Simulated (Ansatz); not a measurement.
# TaN (P-6m2): one cell, many starting occupations (series 2)

Aim: start the open shells of TaN (P-6m2) from different occupation matrices at one fixed cell, and see in which states the SCF ends. Cell and atoms stay fixed.

Computed with Ansatz 0.2.0 (DFT PBE+U (U_eff = 4 eV on Ta d), plane waves, PAW, no spin–orbit coupling unless a run says so, unless a step's input says otherwise).

### Step 1. The structure to begin with

The structure is hexagonal, space group P-6m2 (No. 187). The conventional cell has a = 2.938 Å, b = 2.938 Å, c = 2.883 Å, α = 90.00°, β = 90.00°, γ = 120.00°. Ta (site symmetry -6m2) has 6 N at 2.23 Å as nearest neighbours. Around N (site symmetry -6m2) lie 6 Ta at 2.23 Å.

As a file:

```
Ta N
1.0
     2.93800    0.00000    0.00000
    -1.46900    2.54438    0.00000
     0.00000    0.00000    2.88300
Ta N
1 1
Direct
  0.33333 0.66667 0.50000
  0.00000 0.00000 0.00000
```

Magnetic order typed: ferromagnetic.

The runs: random orbitals: single harmonics, second filling; random orbitals: fully mixed, first filling; random orbitals: single harmonics, first filling; random orbitals: fully mixed, one electron fewer; random orbitals: drawn by pairs, first filling.

An earlier series on this cell reached its lowest free state from «from atoms, symmetry kept, no search», perhaps among other starts (it ended without moments).

### Step 2. Random orbitals: single harmonics, second filling

input.yaml

```yaml
crystal:
  lattice:
    - [2.93800111, 0.0, 0.0]
    - [-1.46900055, 2.5443836, 0.0]
    - [0.0, 0.0, 2.88300221]
  atoms:
    - { symbol: Ta, position: [0.3333333333, 0.6666666667, 0.5], spin: 0.3 }
    - { symbol: "N", position: [0.0, 0.0, 0.0] }
basis:
  ecutwfc: 420
  ecutrho_ratio: 4
kpoints:
  mp_grid: { grid: [7, 7, 7] }
hamiltonian:
  xc: pbe
  hubbard:
    sites:
      - { site: 0, l: d, u_eff: 4.0, starting_ns: [{ spin: up, occupation_matrix: s0up }, { spin: down, occupation_matrix: s0down }] }
    occupation_matrices:
      s0up:
        matrix:
          - [0.02, 0.0, 0.0, 0.0, 0.0]
          - [0.0, 0.02, 0.0, 0.0, 0.0]
          - [0.0, 0.0, 0.97, 0.0, 0.0]
          - [0.0, 0.0, 0.0, 0.02, 0.0]
          - [0.0, 0.0, 0.0, 0.0, 0.02]
      s0down:
        matrix:
          - [0.02, 0.0, 0.0, 0.0, 0.0]
          - [0.0, 0.97, 0.0, 0.0, 0.0]
          - [0.0, 0.0, 0.02, 0.0, 0.0]
          - [0.0, 0.0, 0.0, 0.02, 0.0]
          - [0.0, 0.0, 0.0, 0.0, 0.02]
    ns_hold: until_converged
scf:
  occupations: { method: gaussian, width: 0.05 }
  lower_state_search: "off"
  max_iter: 150
output:
  forces: true
  stress: true
  eigenvalues: true
  populations: true
  hubbard: { sites: [{ site: 0, l: d }] }
magnetization:
  spin_polarized: true
```

The typed matrices put 0.97 on the chosen orbitals and 0.02 on the others, and are held until the SCF converges, then released.

Run with:

```sh
$ ansatz run input.yaml --threads 2 --pin off --max-ram 3072MiB --backend cpu --events-out ev --progress --plain --runs-dir out
```

Output, cut to the lines that bear on the results:

```text
Warning: crystal.symmetry: narrowed to the stabiliser of the occupation matrices — unitary ops 12 → 4; lowered by the specified shell (site 0, l: d); largest admitted image defect 1.9e-9, smallest excluded 7.1e-1 — at a splitting's scale: the group the occupation matrices' own texture admits
Warning: RAYON_NUM_THREADS=2 ignored (pool sized by the plan → 2); use --threads N
Ta: projections on atomic orbitals take those of the free atom [Kr 4d10 4f14] 5s2 5p6 5d3 6s2, of charge +0.00 (hamiltonian.pseudopotentials.projection_atoms); the dataset's partial waves leave at most 6.0e-5 of an orbital's norm unspanned inside its sphere
N: projections on atomic orbitals take those of the free atom [He] 2s2 2p3, of charge +0.00 (hamiltonian.pseudopotentials.projection_atoms); the dataset's partial waves leave at most 9.3e-9 of an orbital's norm unspanned inside its sphere
[...]
Pseudopotentials: kind: paw
Pseudopotential: Ta, paw, valence charge 13, recommended cutoff 420 eV (normal), Ta.paw.azcp
Pseudopotential: N, paw, valence charge 5, recommended cutoff 420 eV (normal), N.paw.azcp
Functional definition: PBE
[...]
Crystal: 2 atoms, lattice volume = 21.552 Å³
Basis set: ecut = 420 eV, 405 PW (Γ), exchange–correlation on 40×40×40 points (8 copies of the dense FFT grid, shifted against one another)
Bands: 14, of which v1, the nominal top of the filled ones, is band 9 counted from 1 (8 counted from 0)
Symmetry: 4 space group operations
k-points: 64 of 343 (time reversal used)
[...]
Starting moments: Σ|m| = 0.3 μB on 1 of 2 sites
[...]
SCF iter   1: F=—  HF=-10310.274080 eV  |F-HF|=—  |Δ(HF+E_count)|=         —  Δρ=3.47e-2 (↑3.47e-2 ↓3.21e-2)  dr2=6.64e-1  dr2_m=4.84e-2  M=0.000 μB ∫|m|=0.232 μB  β_m=0.30  ethr=3.10e-3  ⟨swp⟩=6.0  Hψ=8830  notcnv=0
[...]
WARN: the starting moments were not kept: the SCF closed with an absolute magnetisation of 8.9e-6 μB, where they sum to 0.3 μB in size (1 site). That is at most 0.1 of that sum. Measured as dr2_m measures the in/out step, that magnetisation stands 2.7e-11 eV from none, at or under the [...]
WARN: hamiltonian.hubbard: on 2 of 2 specified blocks the occupation matrix of this SCF's result fails the test of the specified filling. At site 0 ↑ (sites count from 0 in the list of atoms of the cell that this SCF solves) the least filled combination of the orbitals specified full has [...]
Free energy (F): -10313.985115 eV
[...]
E sigma→0 (E₀):  -10313.984900 eV
Entropy (-TS):   -0.000430 eV (-0.215 meV/atom)
Fermi energy:    20.502025 eV
[...]
--- Specified on-site occupations, and those of the state reported ---
  electrons in the specified blocks: 2.1000 specified, 3.7022 found
  site 0 (l=d) ↓: largest change of an orbital's occupation 0.7082; electrons 1.0500 specified, 1.8511 found; spectral distance 0.8120
  site 0 (l=d) ↑: largest change of an orbital's occupation 0.7082; electrons 1.0500 specified, 1.8511 found; spectral distance 0.8120
--- Forces (eV/Å), atoms counted from 1 ---
  atom   1  Ta     0.00000000     0.00000176     0.00000000
  atom   2  N     -0.00000000    -0.00000073     0.00000000
[...]
--- Stress (GPa, compression-positive) ---
        8.682403      -0.000000       0.000000
       -0.000000       8.682247       0.000000
        0.000000       0.000000       7.976285
  P = ⅓ Tr σ = 8.4470 GPa (84.470 kbar)
--- Band table (eV; the first three rows and the last of 128) ---
  k-point 0 ↑: bands = ["-48.3772", "-14.6937", "-14.4492", "-14.4492", "2.6411", "15.9153", "15.9153", "16.0041", "17.5073", "22.5032", "24.0467", "24.0467", "25.1159", "25.1159"]
[...]
Occupation matrices written to <dir>
--- Löwdin populations: 2 sites ---
  site symbol       q [e]    m [muB]
     0     Ta     12.1683     0.0000
     1      N      5.7395    -0.0000
  spilling = 0.005120 (of n_electrons = 18.000000)
--- Occupation matrices: 1 shell (run DFT+U table (all-electron-ortho-atomic); ε = 5.82e-4) ---
  Ta0 d_5D: site group D3h (-6m2)
  Ta0 d_5D up     Tr n = 1.8511  λ = 0.262 0.262 0.417 0.417 0.493  [2× xz 0.50 E''(1.00) | 2× x2-y2 0.50 E'(1.00) | z2 1.00 A1'(1.00)]
  Ta0 d_5D dn     Tr n = 1.8511  λ = 0.262 0.262 0.417 0.417 0.493  [2× xz 0.50 E''(1.00) | 2× x2-y2 0.50 E'(1.00) | z2 1.00 A1'(1.00)]
  specified occupation → Ta0 d_5D up: matrix, ‖Δ‖_F = 1.0485, Tr Δ = -0.8011, displaced = 1.1088, d_λ = 0.8120; orbital distance = 1.4142
  specified occupation → Ta0 d_5D dn: matrix, ‖Δ‖_F = 1.0485, Tr Δ = -0.8011, displaced = 1.1088, d_λ = 0.8120; orbital distance = 1.4142
  Tr n, λ and their labels are of the run-group-symmetrised matrices; stabiliser: 24 of 24 elements of G0×{1,Θ} (closed), max defect 1.3e-5 at τ = 1.2e-4
```

Wall time 15 s (2 threads of Intel Xeon Platinum 8375C at 2.90GHz (Ice Lake), shared host); peak memory 0.45 GiB.

Result: no gap, pressure 8.4 GPa, no moment over 0.05 μB in any sphere, largest force component 0.00 eV/Å, 4 symmetry operations imposed. The program reports that the typed filling wasn't kept.

The shells' filling, with natural orbitals sorted by occupation:

```tsv
shell	channel	electrons	over 0.8	0.2 to 0.8	under 0.2
Ta 5d (atom 1)	up	1.85	0	5	0
Ta 5d (atom 1)	down	1.85	0	5	0
```

### Step 3. Random orbitals: fully mixed, first filling

input.yaml: that of step 2 with these lines changed.

```diff
@@ -6,3 +6,3 @@
   atoms:
-    - { symbol: Ta, position: [0.3333333333, 0.6666666667, 0.5], spin: 0.3 }
+    - { symbol: Ta, position: [0.3333333333, 0.6666666667, 0.5], spin: 2.0 }
     - { symbol: "N", position: [0.0, 0.0, 0.0] }
@@ -21,7 +21,7 @@
         matrix:
-          - [0.02, 0.0, 0.0, 0.0, 0.0]
-          - [0.0, 0.02, 0.0, 0.0, 0.0]
-          - [0.0, 0.0, 0.97, 0.0, 0.0]
-          - [0.0, 0.0, 0.0, 0.02, 0.0]
-          - [0.0, 0.0, 0.0, 0.0, 0.02]
+          - [0.46578, -0.39862, -0.11706, 0.22792, -0.01506]
+          - [-0.39862, 0.53359, 0.0857, 0.04478, -0.23642]
+          - [-0.11706, 0.0857, 0.05303, -0.08987, 0.03413]
+          - [0.22792, 0.04478, -0.08987, 0.52974, -0.40298]
+          - [-0.01506, -0.23642, 0.03413, -0.40298, 0.41786]
       s0down:
@@ -29,3 +29,3 @@
           - [0.02, 0.0, 0.0, 0.0, 0.0]
-          - [0.0, 0.97, 0.0, 0.0, 0.0]
+          - [0.0, 0.02, 0.0, 0.0, 0.0]
           - [0.0, 0.0, 0.02, 0.0, 0.0]
@@ -33,3 +33,3 @@
           - [0.0, 0.0, 0.0, 0.0, 0.02]
-    ns_hold: until_converged
+    ns_hold: { iters: 12 }
 scf:
```

The typed matrices are held for 12 cycles.

Run with:

```sh
$ ansatz run input.yaml --threads 2 --pin off --max-ram 3072MiB --backend cpu --events-out ev --progress --plain --runs-dir out
```

Output, cut to the lines that bear on the results:

```text
Warning: crystal.symmetry: narrowed to the stabiliser of the occupation matrices — unitary ops 12 → 1; lowered by the specified shell (site 0, l: d); largest admitted image defect 2.2e-16, smallest excluded 3.5e-1 — at a splitting's scale: the group the occupation matrices' own texture admits
Warning: RAYON_NUM_THREADS=2 ignored (pool sized by the plan → 2); use --threads N
Ta: projections on atomic orbitals take those of the free atom [Kr 4d10 4f14] 5s2 5p6 5d3 6s2, of charge +0.00 (hamiltonian.pseudopotentials.projection_atoms); the dataset's partial waves leave at most 6.0e-5 of an orbital's norm unspanned inside its sphere
N: projections on atomic orbitals take those of the free atom [He] 2s2 2p3, of charge +0.00 (hamiltonian.pseudopotentials.projection_atoms); the dataset's partial waves leave at most 9.3e-9 of an orbital's norm unspanned inside its sphere
[...]
Pseudopotentials: kind: paw
Pseudopotential: Ta, paw, valence charge 13, recommended cutoff 420 eV (normal), Ta.paw.azcp
Pseudopotential: N, paw, valence charge 5, recommended cutoff 420 eV (normal), N.paw.azcp
Functional definition: PBE
[...]
Crystal: 2 atoms, lattice volume = 21.552 Å³
Basis set: ecut = 420 eV, 405 PW (Γ), exchange–correlation on 40×40×40 points (8 copies of the dense FFT grid, shifted against one another)
[...]
WARN: the starting moments were not kept: the SCF closed with an absolute magnetisation of 5.6e-6 μB, where they sum to 2 μB in size (1 site). That is at most 0.1 of that sum. Measured as dr2_m measures the in/out step, that magnetisation stands 9.1e-12 eV from none, at or under the [...]
WARN: hamiltonian.hubbard: on 1 of 2 specified blocks the occupation matrix of this SCF's result fails the test of the specified filling. At site 0 ↑ (sites count from 0 in the list of atoms of the cell that this SCF solves) the least filled combination of the orbitals specified full has [...]
  atom   2  N      0.00000086    -0.00000246     0.00000097
[...]
--- Stress (GPa, compression-positive) ---
        8.682257      -0.000025      -0.000002
       -0.000025       8.682311      -0.000001
       -0.000002      -0.000001       7.976209
  P = ⅓ Tr σ = 8.4469 GPa (84.469 kbar)
--- Band table (eV; the first three rows and the last of 344) ---
  k-point 0 ↑: bands = ["-48.3772", "-14.6937", "-14.4492", "-14.4492", "2.6411", "15.9153", "15.9153", "16.0041", "17.5073", "22.5032", "24.0467", "24.0467", "25.1159", "25.1159"]
[...]
Occupation matrices written to <dir>
--- Löwdin populations: 2 sites ---
  site symbol       q [e]    m [muB]
     0     Ta     12.1683    -0.0000
     1      N      5.7395     0.0000
  spilling = 0.005120 (of n_electrons = 18.000000)
--- Occupation matrices: 1 shell (run DFT+U table (all-electron-ortho-atomic); ε = 3.48e-4) ---
  Ta0 d_5D: site group D3h (-6m2)
  Ta0 d_5D up     Tr n = 1.8511  λ = 0.262 0.262 0.417 0.417 0.493  [2× xz 0.50 E''(1.00) | 2× x2-y2 0.50 E'(1.00) | z2 1.00 A1'(1.00)]
  Ta0 d_5D dn     Tr n = 1.8511  λ = 0.262 0.262 0.417 0.417 0.493  [2× xz 0.50 E''(1.00) | 2× x2-y2 0.50 E'(1.00) | z2 1.00 A1'(1.00)]
  specified occupation → Ta0 d_5D up: matrix, ‖Δ‖_F = 1.0268, Tr Δ = +0.1489, displaced = 1.0977, d_λ = 0.8986; orbital distance = 1.2673
  specified occupation → Ta0 d_5D dn: matrix, ‖Δ‖_F = 0.8101, Tr Δ = -1.7511, displaced = 0.8755, d_λ = 0.8101; orbital distance = 0.0000
  Tr n, λ and their labels are of the run-group-symmetrised matrices; stabiliser: 24 of 24 elements of G0×{1,Θ} (closed), max defect 7.6e-6 at τ = 7.4e-5
```

Wall time 39 s (2 threads of Intel Xeon Platinum 8375C at 2.90GHz (Ice Lake), shared host); peak memory 0.53 GiB.

It ends with no gap, pressure 8.4 GPa, no moment over 0.05 μB in any sphere, largest force component 0.00 eV/Å, 1 symmetry operation imposed. The program reports that the typed filling wasn't kept.

The shells' filling, with natural orbitals sorted by occupation:

```tsv
shell	channel	electrons	over 0.8	0.2 to 0.8	under 0.2
Ta 5d (atom 1)	up	1.85	0	5	0
Ta 5d (atom 1)	down	1.85	0	5	0
```

### Step 4. Random orbitals: single harmonics, first filling

input.yaml: that of step 3 with these lines changed.

```diff
@@ -21,7 +21,7 @@
         matrix:
-          - [0.46578, -0.39862, -0.11706, 0.22792, -0.01506]
-          - [-0.39862, 0.53359, 0.0857, 0.04478, -0.23642]
-          - [-0.11706, 0.0857, 0.05303, -0.08987, 0.03413]
-          - [0.22792, 0.04478, -0.08987, 0.52974, -0.40298]
-          - [-0.01506, -0.23642, 0.03413, -0.40298, 0.41786]
+          - [0.02, 0.0, 0.0, 0.0, 0.0]
+          - [0.0, 0.97, 0.0, 0.0, 0.0]
+          - [0.0, 0.0, 0.97, 0.0, 0.0]
+          - [0.0, 0.0, 0.0, 0.02, 0.0]
+          - [0.0, 0.0, 0.0, 0.0, 0.02]
       s0down:
@@ -33,3 +33,3 @@
           - [0.0, 0.0, 0.0, 0.0, 0.02]
-    ns_hold: { iters: 12 }
+    ns_hold: { iters: 5 }
 scf:
```

The typed matrices put 0.97 on the chosen orbitals and 0.02 on the others, and are held for 5 cycles.

Run with:

```sh
$ ansatz run input.yaml --threads 2 --pin off --max-ram 3072MiB --backend cpu --events-out ev --progress --plain --runs-dir out
```

Output, cut to the lines that bear on the results:

```text
Warning: RAYON_NUM_THREADS=2 ignored (pool sized by the plan → 2); use --threads N
Ta: projections on atomic orbitals take those of the free atom [Kr 4d10 4f14] 5s2 5p6 5d3 6s2, of charge +0.00 (hamiltonian.pseudopotentials.projection_atoms); the dataset's partial waves leave at most 6.0e-5 of an orbital's norm unspanned inside its sphere
N: projections on atomic orbitals take those of the free atom [He] 2s2 2p3, of charge +0.00 (hamiltonian.pseudopotentials.projection_atoms); the dataset's partial waves leave at most 9.3e-9 of an orbital's norm unspanned inside its sphere
[...]
Pseudopotentials: kind: paw
Pseudopotential: Ta, paw, valence charge 13, recommended cutoff 420 eV (normal), Ta.paw.azcp
Pseudopotential: N, paw, valence charge 5, recommended cutoff 420 eV (normal), N.paw.azcp
Functional definition: PBE
[...]
Crystal: 2 atoms, lattice volume = 21.552 Å³
Basis set: ecut = 420 eV, 405 PW (Γ), exchange–correlation on 40×40×40 points (8 copies of the dense FFT grid, shifted against one another)
Bands: 14, of which v1, the nominal top of the filled ones, is band 9 counted from 1 (8 counted from 0)
Symmetry: 12 space group operations
[...]
WARN: the starting moments were not kept: the SCF closed with an absolute magnetisation of 3.2e-6 μB, where they sum to 2 μB in size (1 site). That is at most 0.1 of that sum. Measured as dr2_m measures the in/out step, that magnetisation stands 2.7e-12 eV from none, at or under the [...]
WARN: hamiltonian.hubbard: on 1 of 2 specified blocks the occupation matrix of this SCF's result fails the test of the specified filling. At site 0 ↑ (sites count from 0 in the list of atoms of the cell that this SCF solves) the least filled combination of the orbitals specified full has [...]
        0.000000       8.682292       0.000000
        0.000000       0.000000       7.976248
  P = ⅓ Tr σ = 8.4469 GPa (84.469 kbar)
--- Band table (eV; the first three rows and the last of 64) ---
  k-point 0 ↑: bands = ["-48.3772", "-14.6937", "-14.4492", "-14.4492", "2.6411", "15.9153", "15.9153", "16.0041", "17.5073", "22.5032", "24.0467", "24.0467", "25.1159", "25.1159"]
[...]
Occupation matrices written to <dir>
--- Löwdin populations: 2 sites ---
  site symbol       q [e]    m [muB]
     0     Ta     12.1683    -0.0000
     1      N      5.7395     0.0000
  spilling = 0.005120 (of n_electrons = 18.000000)
--- Occupation matrices: 1 shell (run DFT+U table (all-electron-ortho-atomic); ε = 2.15e-4) ---
  Ta0 d_5D: site group D3h (-6m2)
  Ta0 d_5D up     Tr n = 1.8511  λ = 0.262 0.262 0.417 0.417 0.493  [2× xz 0.50 E''(1.00) | 2× x2-y2 0.50 E'(1.00) | z2 1.00 A1'(1.00)]
  Ta0 d_5D dn     Tr n = 1.8511  λ = 0.262 0.262 0.417 0.417 0.493  [2× xz 0.50 E''(1.00) | 2× x2-y2 0.50 E'(1.00) | z2 1.00 A1'(1.00)]
  specified occupation → Ta0 d_5D up: matrix, ‖Δ‖_F = 1.2420, Tr Δ = +0.1489, displaced = 1.3420, d_λ = 0.8986; orbital distance = 1.8708
  specified occupation → Ta0 d_5D dn: matrix, ‖Δ‖_F = 0.8101, Tr Δ = -1.7511, displaced = 0.8755, d_λ = 0.8101; orbital distance = 0.0000
  Tr n, λ and their labels are of the run-group-symmetrised matrices; stabiliser: 24 of 24 elements of G0×{1,Θ} (closed), max defect 2.9e-6 at τ = 4.6e-5
```

Run time: 5.6 s. Hardware: 2 threads of Intel Xeon Platinum 8375C at 2.90GHz (Ice Lake), shared host; peak memory 0.42 GiB.

It ends with no gap, pressure 8.4 GPa, no moment over 0.05 μB in any sphere, largest force component 0.00 eV/Å, 12 symmetry operations imposed. The program reports that the typed filling wasn't kept.

The shells' filling, with natural orbitals sorted by occupation:

```tsv
shell	channel	electrons	over 0.8	0.2 to 0.8	under 0.2
Ta 5d (atom 1)	up	1.85	0	5	0
Ta 5d (atom 1)	down	1.85	0	5	0
```

(Part 1 of 2 ends here.)
